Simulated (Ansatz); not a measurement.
# EuO (Fm-3m): equation of state

An exercise on one series of results from a longer session: the logs are not shown, and one member is left open.

Computed with Ansatz 0.2.0 (DFT PBE, scalar-relativistic, plane waves, PAW, unless a step's input says otherwise).

## The system as given

Symmetry: Fm-3m, No. 225, cubic system. The conventional cell has a = 5.061 Å, b = 5.061 Å, c = 5.061 Å, α = 90.00°, β = 90.00°, γ = 90.00°. Eu (site symmetry m-3m) is surrounded by 6 O at 2.53 Å. Around O (site symmetry m-3m) lie 6 Eu at 2.53 Å.

Structure file:

```cif
data_structure
_symmetry_space_group_name_H-M 'Fm-3m'
_symmetry_Int_Tables_number 225
_cell_length_a 5.0606
_cell_length_b 5.0606
_cell_length_c 5.0606
_cell_angle_alpha 90.000
_cell_angle_beta 90.000
_cell_angle_gamma 90.000
_cell_volume 129.60
loop_
_atom_site_label
_atom_site_type_symbol
_atom_site_symmetry_multiplicity
_atom_site_Wyckoff_symbol
_atom_site_fract_x
_atom_site_fract_y
_atom_site_fract_z
_atom_site_occupancy
Eu1 Eu 4 a 0.00000 0.00000 0.00000 1
O1 O 4 b 0.50000 0.00000 0.00000 1
```

This cell comes from an earlier session at PBE: 16.200 Å³/atom at 0.11 GPa, on a 12×12×12 mesh.

Volume factors to run: 0.980, 1.020, 0.960, 1.040.

The first run:

The input, input.yaml:

```yaml
crystal:
  lattice:
    - [0.0, 2.5133134335, 2.5133134335]
    - [2.5133134335, 0.0, 2.5133134335]
    - [2.5133134335, 2.5133134335, 0.0]
  atoms:
    - { symbol: Eu, position: [0.0, 0.0, 0.0], spin: 7.24 }
    - { symbol: O, position: [0.5, 0.5, 0.5] }
basis:
  ecutwfc: 420
  ecutrho_ratio: 4
kpoints:
  mp_grid: { grid: [12, 12, 12] }
hamiltonian:
  xc: pbe
scf:
  occupations: { method: gaussian, width: 0.05 }
output:
  forces: true
  stress: true
  eigenvalues: true
  populations: true
magnetization:
  spin_polarized: true
```

Command:

```bash
ansatz run input.yaml --threads 2 --pin off --max-ram 5120MiB --backend cpu --events-out ev --progress --plain --runs-dir out
```

Steps of the session up to this table: Volume × 0.980; At 1.020 of the relaxed volume; Scaling the volume by 0.960; Scaling the volume by 1.040.

One of the session's tables, all rows but one given; the rest of the session is left out.

It belongs to the step «The fit». 

| volume (Å³/atom) | energy (meV/atom) | pressure (GPa) | moment of atom 1 (μB) |
| --- | --- | --- | --- |
| 15.552 | 8.99 | 4.39 | 6.54 |
| 15.876 | ? | ? | ? |
| 16.200 | 0.00 | 0.11 | 6.58 |
| 16.524 | 1.75 | -1.76 | 6.60 |
| 16.848 | 6.99 | -3.38 | 6.61 |

Q: Estimate the row for volume (Å³/atom) = 15.876 from the others.

Worked estimate for «energy (meV/atom)». A straight line through the neighbours (15.552, 8.99) and (16.200, 0.00) gives 8.99 + (0.00 − 8.99) × (15.876 − 15.552) / (16.200 − 15.552) = 4.50; a parabola fitted to 3 rows on both sides gives 2.41.

The run gave: energy (meV/atom): 2.31; pressure (GPa): 2.17; moment of atom 1 (μB): 6.57. In «energy (meV/atom)» the line misses by +2.19 and the parabola by +0.10.

To keep in mind: No U or exact exchange acts on the open f shell of Eu, so the metal found here may be the functional's error. Warnings in the runs' records: given moment on shells, stability check not made.
